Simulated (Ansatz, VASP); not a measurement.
LiF: VASP beside Ansatz

```
CELL_PARAMETERS angstrom
5.26192 0.00000 0.00000
0.00000 5.26192 0.00000
0.00000 0.00000 2.56864
ATOMIC_POSITIONS crystal
Li 0.66859 0.65299 0.67105
Li 0.33141 0.34701 0.17105
Li 0.34701 0.66859 0.42105
Li 0.65299 0.33141 0.92105
F 0.88904 0.55045 0.17044
F 0.11096 0.44955 0.67044
F 0.44955 0.88904 0.92044
F 0.55045 0.11096 0.42044
```

Alike in both runs: task single point; functional PBE; k mesh 4 × 4 × 6; occupations gaussian, width 0.1 eV; no spin polarisation.

|  | VASP | Ansatz |
| --- | --- | --- |
| version | VASP 6.6.1 | Ansatz 0.2.0 |
| potentials or method | VASP PAW PBE potentials, release 64 (Li_sv, F) | scalar-relativistic, plane waves, PAW |
| plane-wave cutoff (eV) | 520 | 420 |
| valence electrons in the cell | 40 | 40 |

VASP gave:

| Property | Result |
| --- | --- |
| gap on the k mesh at the Fermi level (eV) | 1.64 |
| least direct gap on the mesh (eV) | 1.78 |
| rms of the force components (eV/Å) | 4.581 |

Task: Estimate Ansatz's values.

Result: gap on the k mesh at the Fermi level (eV): 1.63; least direct gap on the mesh (eV): 1.77; rms of the force components (eV/Å): 4.607.

Atom by atom the forces differ by 0.034 eV/Å (rms over components).

Caveats: forces of over 1 eV/Å show positions far from the minimum, so gaps and moduli don't describe the material at rest. A k mesh can miss the band edges. As with any semilocal functional, this PBE gap is likely too small.
